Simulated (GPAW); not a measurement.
# TiB2 (P6/mmm) in GPAW: single point with PBE

Aim: the single point of TiB2 with PBE.

All numbers are computed with GPAW 26.7.0; they aren't measurements. Logs are shortened: lines on timing, memory, paths and dates and some standing lists are left out, and cuts for length are marked. The log counts tension as positive stress, the text compression.

## 1. The structure

The structure is hexagonal, space group P6/mmm (No. 191). Conventional cell: a = 3.029 Å, b = 3.029 Å, c = 3.228 Å, α = 90.00°, β = 90.00°, γ = 120.00°. Ti (site symmetry 6/mmm) has 12 B at 2.38 Å as nearest neighbours. Around B (site symmetry -6m2) lie 3 B at 1.75 Å.

## 2. Single point, PBE

The input, run.py:

```python
from ase.dft.bandgap import bandgap
from ase.io import read, write
from ase.units import GPa
from gpaw import GPAW, PW, setup_paths

setup_paths.insert(0, '.')

atoms = read('POSCAR')

calc = GPAW(mode=PW(800),
            xc='PBE',
            kpts={'size': (8, 8, 7), 'gamma': True},
            occupations={'name': 'fermi-dirac', 'width': 0.05},
            setups='sg15',
            nbands=-11,
            maxiter=120,
            txt='gpaw.txt')
atoms.calc = calc
energy = atoms.get_potential_energy()
forces = atoms.get_forces()
stress = atoms.get_stress()
calc.write('gs.gpw')
write('result.traj', atoms)
print(f'Energy: {energy:.6f} eV')
print('Forces (eV/A):')
print(forces.round(4))
print('Stress (GPa):', (stress / GPa).round(3))
print('Fermi level:', round(calc.get_fermi_level(), 4), 'eV')
print(f'Gap: {bandgap(calc)[0]:.4f} eV, direct: {bandgap(calc, direct=True)[0]:.4f} eV')
```

The input, POSCAR:

```
TiB2
1.0
    3.0292000000      0.0000000000      0.0000000000
   -1.5146000000      2.6233641531      0.0000000000
    0.0000000000      0.0000000000      3.2284000000
Ti B
1 2
Direct
    0.0000000000      0.0000000000      0.0000000000
    0.6666666667      0.3333333333      0.5000000000
    0.3333333333      0.6666666667      0.5000000000
```

Potentials or basis: SG15 ONCV 1.2, pw.

On the command line:

```sh
$ OMP_NUM_THREADS=1 python run.py
```

gpaw.txt:

```text
__  _  _
 | _ |_)|_||  |
 |__||  | ||/\| - 26.7.0

Input parameters:
  mode=PW(ecut=800.0),
  kpts=MonkhorstPack(size=(8, 8, 7), gamma=True),
  maxiter=120,
  nbands=-11,
  occupations=Occupations(name='fermi-dirac', width=0.05),
  setups={'default': 'sg15'},
  xc=XC(name='PBE')

Diagonalizing LCAO Hamiltonian
Converting LCAO to pw mode

         B  B

       Ti

Atoms  # Å, Bohr magnetons
|   | symbol |         x |        y |        z |    initial magnetic moments |
|---|--------|-----------|----------|----------|-----------------------------|
| 0 |     Ti |  0.000000 | 0.000000 | 0.000000 | ( 0.0000,  0.0000,  0.0000) |
| 1 |      B |  1.514600 | 0.874455 | 1.614200 | ( 0.0000,  0.0000,  0.0000) |
| 2 |      B | -0.000000 | 1.748909 | 1.614200 | ( 0.0000,  0.0000,  0.0000) |

Unit cell  # Å
| periodic |         x |        y |        z |  lengths |     angles |
|----------|-----------|----------|----------|----------|------------|
|      yes |  3.029200 | 0.000000 | 0.000000 | 3.029200 |  90.000000 |
|      yes | -1.514600 | 2.623364 | 0.000000 | 3.029200 |  90.000000 |
|      yes |  0.000000 | 0.000000 | 3.228400 | 3.228400 | 120.000000 |

Number of symmetries: 24
Symmetry operations  # r_c * U_cc + t_c -> r_c
|    | kind |            matrix            |
|----|------|------------------------------|
|  0 |  σ   |  1, 1, 0,  0,-1, 0,  0, 0, 1 |
|  1 |  C2  |  1, 1, 0,  0,-1, 0,  0, 0,-1 |
|  2 |  C6  |  1, 1, 0, -1, 0, 0,  0, 0, 1 |
|  3 |  S6  |  1, 1, 0, -1, 0, 0,  0, 0,-1 |
|  4 |  E   |  1, 0, 0,  0, 1, 0,  0, 0, 1 |
|  5 |  σ   |  1, 0, 0,  0, 1, 0,  0, 0,-1 |
|  6 |  σ   |  1, 0, 0, -1,-1, 0,  0, 0, 1 |
|  7 |  C2  |  1, 0, 0, -1,-1, 0,  0, 0,-1 |
|  8 |  σ   |  0, 1, 0,  1, 0, 0,  0, 0, 1 |
|  9 |  C2  |  0, 1, 0,  1, 0, 0,  0, 0,-1 |
| 10 |  C3  |  0, 1, 0, -1,-1, 0,  0, 0, 1 |
| 11 |  S3  |  0, 1, 0, -1,-1, 0,  0, 0,-1 |
| 12 |  C6  |  0,-1, 0,  1, 1, 0,  0, 0, 1 |
| 13 |  S6  |  0,-1, 0,  1, 1, 0,  0, 0,-1 |
| 14 |  σ   |  0,-1, 0, -1, 0, 0,  0, 0, 1 |
| 15 |  C2  |  0,-1, 0, -1, 0, 0,  0, 0,-1 |
| 16 |  σ   | -1, 0, 0,  1, 1, 0,  0, 0, 1 |
| 17 |  C2  | -1, 0, 0,  1, 1, 0,  0, 0,-1 |
| 18 |  C2  | -1, 0, 0,  0,-1, 0,  0, 0, 1 |
| 19 |  i   | -1, 0, 0,  0,-1, 0,  0, 0,-1 |
| 20 |  C3  | -1,-1, 0,  1, 0, 0,  0, 0, 1 |
| 21 |  S3  | -1,-1, 0,  1, 0, 0,  0, 0,-1 |
| 22 |  σ   | -1,-1, 0,  0, 1, 0,  0, 0, 1 |
| 23 |  C2  | -1,-1, 0,  0, 1, 0,  0, 0,-1 |

BZ-sampling:
  Number of BZ points: 448
  Number of IBZ points: 40

  Monkhorst-Pack size: [8, 8, 7]
  Monkhorst-Pack shift: [0.0625, 0.0625, 0.0]

K-points  # in reciprocal-cell coordinates
|     |                                coordinates |     weight |
|-----|--------------------------------------------|------------|
|   0 | (  0.00000000,   0.00000000,   0.00000000) | 0.00223214 |
|   1 | (  0.00000000,   0.00000000,   0.14285714) | 0.00446429 |
|   2 | (  0.00000000,   0.00000000,   0.28571429) | 0.00446429 |
|   3 | (  0.00000000,   0.00000000,   0.42857143) | 0.00446429 |
|   4 | (  0.12500000,   0.00000000,   0.00000000) | 0.01339286 |
|   5 | (  0.12500000,   0.00000000,   0.14285714) | 0.02678571 |
|   6 | (  0.12500000,   0.00000000,   0.28571429) | 0.02678571 |
|   7 | (  0.12500000,   0.00000000,   0.42857143) | 0.02678571 |
|   8 | (  0.25000000,  -0.12500000,   0.00000000) | 0.01339286 |
|   9 | (  0.25000000,  -0.12500000,   0.14285714) | 0.02678571 |
| ... |                                            |            |
|  39 | (  0.50000000,   0.50000000,   0.42857143) | 0.01339286 |

Plane wave coefficients: 1334
Cutoff: 800.0 eV

Spin-components: 1 (collinear spins)
Bands:           20
Projectors:      14
Spin-degeneracy: 2
Datatype:        complex128

Parallelization:
  kpt:    1
  domain: 1
  band:   1

Density:
  Valence electrons: 18.0
  Components: 1
  Grid points: [20 20 24]
  Charge: 0.0  # |e|

Potential:
  Grid points: [20 20 24]

species:
  Norm-conserving UPF setup:
    Element:   Ti
    Z:         22
    Valence: 12.0
  Projectors:
    l=0 rcut=2.49
    l=0 rcut=2.49
    l=1 rcut=2.49
    l=1 rcut=2.49
    l=2 rcut=2.49
    l=2 rcut=2.49
  No states stored on this setup
  Local potential cutoff: 2.42
  Comp charge cutoff:     2.42
  File: ./Ti_ONCV_PBE-1.2.upf

    LCAO basis set for Ti:
      Name: atompaw.sz
      This basis set was not loaded from a file
      Number of radial functions: 4
      Number of spherical harmonics: 10
        l=0, rc=8.9500 Bohr: 3s e=-2.294 f=2.000
        l=0, rc=8.9500 Bohr: 4s e=-0.165 f=2.000
        l=1, rc=8.9500 Bohr: 3p e=-1.419 f=6.000
        l=2, rc=8.9500 Bohr: 3d e=-0.152 f=2.000
      Number of RI-basis functions 0

  Norm-conserving UPF setup:
    Element:    B
    Z:          5
    Valence:  3.0
  Projectors:
    l=0 rcut=1.93
    l=0 rcut=1.93
    l=1 rcut=1.93
    l=1 rcut=1.93
  No states stored on this setup
  Local potential cutoff: 2.14
  Comp charge cutoff:     2.14
  File: ./B_ONCV_PBE-1.2.upf

    LCAO basis set for B:
      Name: atompaw.sz
      This basis set was not loaded from a file
      Number of radial functions: 2
      Number of spherical harmonics: 4
        l=0, rc=8.9500 Bohr: 2s e=-0.344 f=2.000
        l=1, rc=8.9500 Bohr: 2p e=-0.132 f=1.000
      Number of RI-basis functions 0

Reference energy: 0.000000  # eV

eigensolver:
  PPCG
  Converge bands: occupied
  niter=2

density mixing:
  MSR1-Mixer
  Pratt-step length: 0.05
  Maximum mixing coefficient: 0.75
  Old densities: 10
  SVD Regularization: 0.005
  Good broyden scale: 1.0
  Trust region scale: 1.0
  Backstep threshold: 4.0
  History deletion threshold: 6.0
  Fourier metric: weight=20.0, sigma=0.015

occupation numbers:
  Fermi-Dirac:
    width: 0.0500  # eV

poisson solver:
  ecut: 6400.0  # eV

xc functional:
  name: PBE with 2 nearest neighbor stencil

convergence criteria:
- Maximum [total energy] change in last 3 cyles: 0.0005 eV / valence electron
- Maximum integral of absolute [dens]ity change: 0.0001 electrons / valence electron
- Maximum integral of absolute [eigenst]ate change: 4e-08 eV^2 / valence electron
maximum number of iterations: 120

SCF iterations
|iter     | |      energy | eigst |  dens |
|---------|-|-------------|-------|-------|
|iter:   1| |-1729.229854 | -0.04 |       |
|iter:   2| |-1728.734913 | -1.85 | -0.91 |
|iter:   3| |-1727.512426 | -1.29 | -0.98 |
|iter:   4| |-1727.483191 | -2.68 | -1.71 |
|iter:   5| |-1727.480112 | -3.48 | -2.04 |
|iter:   6| |-1727.479955c| -4.70 | -2.62 |
|iter:   7| |-1727.479875c| -5.34 | -3.07 |
|iter:   8| |-1727.479875c| -7.33 | -4.11c|
|iter:   9| |-1727.479875c| -7.78c| -4.59c|

Converged in 9 steps
Energy contributions relative to reference atoms: (reference = 0.000000)

Energy contributions:
  Kinetic:         555.566053
  Coulomb:       -2144.505533
  Zero:            118.822969
  External:          0.000000
  Xc:             -257.363063
  Entropy:          -0.000602
  Spinorbit:         0.000000
  ----------------------------
  Free energy:   -1727.480176
  Extrapolated:  -1727.479875

dipole moment: (-9.087600, -15.740185, -19.370400)  # |e|*Ang

Fermi level: 11.362
Eigenvalues  # (at kpt = [0.000, 0.000, 0.000])
| band index |      eig [eV] | occ [0-2] |
|------------|---------------|-----------|
|          0 |       -45.670 |     2.000 |
|          1 |       -22.026 |     2.000 |
|          2 |       -21.704 |     2.000 |
|          3 |       -21.704 |     2.000 |
|          4 |        -2.203 |     2.000 |
|          5 |         8.680 |     2.000 |
|          6 |         8.680 |     2.000 |
|          7 |         8.945 |     2.000 |
|          8 |         9.192 |     2.000 |
|          9 |        13.200 |     0.000 |
|         10 |        13.200 |     0.000 |
|         11 |        14.939 |     0.000 |
|         12 |        14.939 |     0.000 |
|         13 |        17.086 |     0.000 |
|         14 |        17.086 |     0.000 |
|         15 |        18.242 |     0.000 |
|         16 |        20.409 |     0.000 |
|        ... |               |           |
|         19 |        30.896 |     0.000 |

No gap
No difference between direct/indirect transitions

Forces  # eV/Ang
|        x |       y |       z |
|----------|---------|---------|
| -0.00000 | 0.00000 | 0.00000 |  # Ti   0
| -0.00000 | 0.00000 | 0.00000 |  # B    1
| -0.00000 | 0.00000 | 0.00000 |  # B    2

Stress tensor  # eV/Ang^3
|         x |         y |        z |
|-----------|-----------|----------|
|  0.002820 | -0.000000 | 0.000000 |
| -0.000000 |  0.002820 | 0.000000 |
|  0.000000 |  0.000000 | 0.008596 |

# Writing to gs.gpw (mode='')
```

It took 37 s on 1 thread of Intel Xeon Platinum 8259CL at 2.50GHz (Skylake/Cascade Lake), shared host; peak memory 0.17 GiB.

Results:

```
Free energy            : -1727.4802 eV
Pressure               : -0.8 GPa
Band gap on the k mesh : none (metal or under the smearing width)
```
